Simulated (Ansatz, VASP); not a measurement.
## Ga: VASP beside Ansatz

```
Ga
1.0
    -1.40262    1.40262    2.34164
     1.40262   -1.40262    2.34164
     1.40262    1.40262   -2.34164
Ga
1
Cartesian
  0.0000 0.0000 0.0000
```

Change from the starting cell: volume scaled by 1.04.

Alike in both runs: task single point; functional LDA; k mesh 10 × 10 × 10; occupations gaussian, width 0.15 eV; non-collinear spin, spin-orbit coupling.

|  | VASP | Ansatz |
| --- | --- | --- |
| version | VASP 6.6.1 | Ansatz 0.2.0 |
| potentials or method | VASP PAW LDA potentials, release 64 (Ga_d), cutoff 520 eV | all-electron LAPW, relativistic spinors |

Ansatz gave:

* gap on the k mesh at the Fermi level (eV): none
* pressure (GPa): -4.0
* largest component of the traceless stress (GPa): 1.39
* net moment per atom (μB): 0.00

Task: What did VASP give for the same quantities?

Result: gap on the k mesh at the Fermi level (eV): none; pressure (GPa): -3.7; largest component of the traceless stress (GPa): 1.43; net moment per atom (μB): 0.00.

A gap of «none» marks a metal or a gap that the smearing closes. Ansatz ran all-electron here, so the differences hold the error of VASP's frozen core and of both bases.

Caveats: the k mesh is thin for a metal, which can move the energy by tens of meV per atom (Ansatz).
